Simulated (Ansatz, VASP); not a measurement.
# Lu in VASP and in Ansatz

INCAR

```
PREC = Accurate ; ENCUT = 600
EDIFF = 1E-6 ; ISMEAR = -1
SIGMA = 0.05 ; LREAL = False
LASPH = True ; NELM = 100
ALGO = Normal ; ISIF = 3
LWAVE = False ; LCHARG = False
GGA = PE ; IBRION = 2
NSW = 60 ; EDIFFG = -0.005
```

Contents of KPOINTS:

```
Automatic mesh
0
Gamma
  10 10 10
```

POSCAR

```
Lu
1.0
   -1.9541071088      1.9541071088      1.9541071088
    1.9541071088     -1.9541071088      1.9541071088
    1.9541071088      1.9541071088     -1.9541071088
Lu
1
Direct
    0.0000000000      0.0000000000      0.0000000000
```

Contents of input.yaml:

```yaml
crystal:
  lattice:
    - [-1.9541071088, 1.9541071088, 1.9541071088]
    - [1.9541071088, -1.9541071088, 1.9541071088]
    - [1.9541071088, 1.9541071088, -1.9541071088]
  atoms:
    - { symbol: Lu, position: [0.0, 0.0, 0.0] }
hamiltonian:
  xc: pbe
  pseudopotentials: { kind: paw }
kpoints:
  mp_grid: { grid: [10, 10, 10] }
scf:
  occupations: { method: fermi_dirac, width: 0.05 }
output:
  forces: true
  stress: true
  eigenvalues: true
relax:
  f_tol: 0.01
  max_steps: 40
  cell: { stress_tol: 0.05 }
```

This isn't the form of Lu at room conditions, which is hcp.

Alike in both runs: task relaxation of cell and atoms; functional PBE; k mesh 10 × 10 × 10; occupations fermi-dirac, width 0.05 eV; no spin polarisation.

|  | VASP | Ansatz |
| --- | --- | --- |
| version | VASP 6.6.1 | Ansatz 0.2.0 |
| potentials or method | VASP PAW PBE potentials, release 64 (Lu) | Ansatz PAW |
| plane-wave cutoff (eV) | 600 | 420 |
| valence electrons in the cell | 25 | 25 |

Ansatz gave:

```
gap on the k mesh at the Fermi level, each at its own relaxed structure (eV) : none
relaxed volume (Å³/atom)                                                     : 29.60
relaxed cell length with the largest relative difference (Å)                 : 3.375
```

Question: Which values does VASP return?

Answer: gap on the k mesh at the Fermi level, each at its own relaxed structure (eV): none; relaxed volume (Å³/atom): 29.69; relaxed cell length with the largest relative difference (Å): 3.379.

A gap of «none» marks a metal or a gap that the smearing closes.

Caveats: the plane-wave basis is chosen anew once the cell has moved, so the energies of steps on either side of that aren't comparable (Ansatz). Spin-orbit coupling is left out, which matters for the levels of Lu.
